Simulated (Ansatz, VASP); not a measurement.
## BP: VASP beside Ansatz

The input INCAR:

```
SYSTEM = BP
PREC = Accurate ; ENCUT = 520
EDIFF = 1E-6 ; ISMEAR = 0
SIGMA = 0.02 ; LREAL = .False.
LASPH = .True. ; NELM = 60
ALGO = Normal ; ISIF = 2
LWAVE = .False. ; LCHARG = .True.
GGA = PS ; LELF = .True.
LVHAR = .True. ; NBANDS = 11
```

File KPOINTS:

```
Automatic mesh
0
Gamma
  12 12 12
  0 0 0
```

The input POSCAR:

```
BP
1.0
    0.0000000000      2.1344467810      2.1344467810
    2.1344467810      0.0000000000      2.1344467810
    2.1344467810      2.1344467810      0.0000000000
B P
1 1
Direct
    0.0000000000      0.0000000000      0.0000000000
    0.2500000000      0.2500000000      0.2500000000
```

Input for Ansatz:

```yaml
crystal:
  lattice:
    - [0.0, 2.134446781, 2.134446781]
    - [2.134446781, 0.0, 2.134446781]
    - [2.134446781, 2.134446781, 0.0]
  atoms:
    - { symbol: B, position: [0.0, 0.0, 0.0] }
    - { symbol: P, position: [0.25, 0.25, 0.25] }
basis:
  ecutwfc: 420
kpoints:
  mp_grid: { grid: [12, 12, 12] }
  band_path: { path: [VBM, CBM], npoints: 2 }
hamiltonian:
  xc: pbesol
scf:
  occupations: { method: gaussian, width: 0.02 }
output:
  forces: true
  stress: true
  eigenvalues: true
checkpoint:
  read: start.run
  write: ck
  compress: false
  write_wavefunctions: false
  write_every: 100000
```

Alike in both runs: task single point; functional PBEsol; k mesh 12 × 12 × 12; occupations gaussian, width 0.02 eV; no spin polarisation.

```csv
,VASP,Ansatz
version,VASP 6.6.1,Ansatz 0.2.0
potentials or method,"VASP PAW PBE potentials, release 64 (B, P)","scalar-relativistic, plane waves, PAW"
plane-wave cutoff (eV),520,420
valence electrons in the cell,8,8
```

```tsv
	VASP	Ansatz	Ansatz less VASP
gap on the k mesh at the Fermi level (eV)	0.84	0.85	+0.005
least direct gap on the mesh (eV)	3.71	3.72	+0.010
```

 A k mesh can miss the band edges. A hybrid or GW would open this gap; PBEsol tends to underestimate it.
